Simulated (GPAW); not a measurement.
**As: band structure with GLLB-SC**

The system is As.

```
As
1.0
     1.88080    1.08588    3.51406
    -1.88080    1.08588    3.51406
     0.00000   -2.17176    3.51406
As
2
Direct
  0.22600 0.22600 0.22600
  0.77400 0.77400 0.77400
```

- Program: GPAW 26.7.0
- Task: band structure
- Functional: GLLB-SC
- Potentials or basis: the program's PAW data sets (release 1.2.1) made for this functional
- Cutoff: 600 eV
- Basis: pw
- k mesh: 6 × 6 × 6
- Occupations: fermi-dirac, width 0.05 eV
- Spin: no spin polarisation
- Maxiter: 150
- Band path: GLB1,BZGX,QFP1Z,LP
- Band points: 100

```json
{"Band gap along the path": "none (metal or under the smearing width)"}
```

Levels at the corners of the path, in eV from the Fermi level:
| point | band 3 | band 4 | band 5 | band 6 | band 7 | band 8 |
| --- | --- | --- | --- | --- | --- | --- |
| Γ | -2.53 | -2.05 | -2.05 | 1.64 | 2.93 | 2.93 |
| L | -2.88 | -2.84 | -0.43 | -0.25 | 0.40 | 1.42 |
| B1 | -5.88 | -5.38 | -1.43 | 1.30 | 5.26 | 5.47 |
| B | -5.88 | -5.38 | -1.43 | 1.30 | 5.26 | 5.47 |
| Z | -1.81 | -1.81 | -0.55 | 0.80 | 0.80 | 1.77 |
| Γ | -2.53 | -2.05 | -2.05 | 1.64 | 2.93 | 2.93 |
| X | -6.15 | -3.58 | -3.54 | 3.28 | 3.31 | 5.42 |
| Q | -6.15 | -3.58 | -3.54 | 3.28 | 3.31 | 5.42 |
| F | -5.97 | -4.22 | -4.14 | 1.49 | 5.48 | 6.90 |
| P1 | -6.12 | -3.77 | -3.03 | 2.19 | 3.87 | 6.10 |
| Z | -1.81 | -1.81 | -0.55 | 0.80 | 0.80 | 1.77 |
| L | -2.88 | -2.84 | -0.43 | -0.25 | 0.40 | 1.42 |
| P | -6.12 | -3.77 | -3.03 | 2.19 | 3.87 | 6.10 |

It took 21 s on 1 thread of Intel(R) Xeon(R) 6975P-C (Granite Rapids), on a shared host, peak memory 0.24 GiB.

Caveat: a model potential gives levels but no total energy.
